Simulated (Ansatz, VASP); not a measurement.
**One calculation of Cs, two programs**

File INCAR:

```
ALGO = Normal
EDIFF = 1E-6
ENCUT = 520
GGA = RE
ISIF = 2
ISMEAR = -1
LASPH = True
LCHARG = False
LREAL = False
LWAVE = False
NBANDS = 10
NELM = 80
PREC = Accurate
SIGMA = 0.1
```

KPOINTS

```
k-points
0
Gamma
  7 7 7
```

The input POSCAR:

```
Cs
1.0
    5.1298673131      0.0000000000      0.0000000000
    0.0000000000      5.1298673131      0.0000000000
    0.0000000000      0.0000000000      5.1298673131
Cs
1
Direct
    0.0000000000      0.0000000000      0.0000000000
```

Input for Ansatz:

```yaml
crystal:
  lattice:
    - [5.1298673131, 0.0, 0.0]
    - [0.0, 5.1298673131, 0.0]
    - [0.0, 0.0, 5.1298673131]
  atoms:
    - { symbol: Cs, position: [0.0, 0.0, 0.0] }
hamiltonian:
  xc: revpbe
  pseudopotentials:
    kind: paw
    azcp:
      Cs: "pseudopotentials/Cs.paw.azcp"
basis:
  ecutwfc: 420
  fft_grid_basis: typed
kpoints:
  mp_grid: { grid: [7, 7, 7], shift: [0, 0, 0] }
magnetization:
  spin_polarized: false
scf:
  occupations: { method: fermi_dirac, width: 0.1 }
  lower_state_search: "off"
output:
  stress: true
```

Alike in both runs: task single point; functional revPBE; k mesh 7 × 7 × 7; occupations fermi-dirac, width 0.1 eV; no spin polarisation.

```csv
,VASP,Ansatz
version,VASP 6.6.1,Ansatz 0.2.0
potentials or method,"VASP PAW PBE potentials, release 64 (Cs_sv)","plane waves (420 eV) with PAW, scalar-relativistic"
plane-wave cutoff (eV),520,420
valence electrons in the cell,9,9
```

```csv
,VASP,Ansatz,Ansatz less VASP
pressure (GPa),0.1,0.1,+0.01
```

With one functional, cell and mesh, what is left measures potentials, basis and numerics.

Caveats: the PAW data sets were made with another functional, which shifts forces and pressure a little (VASP). Spin-orbit coupling is left out, which matters for the levels of Cs.
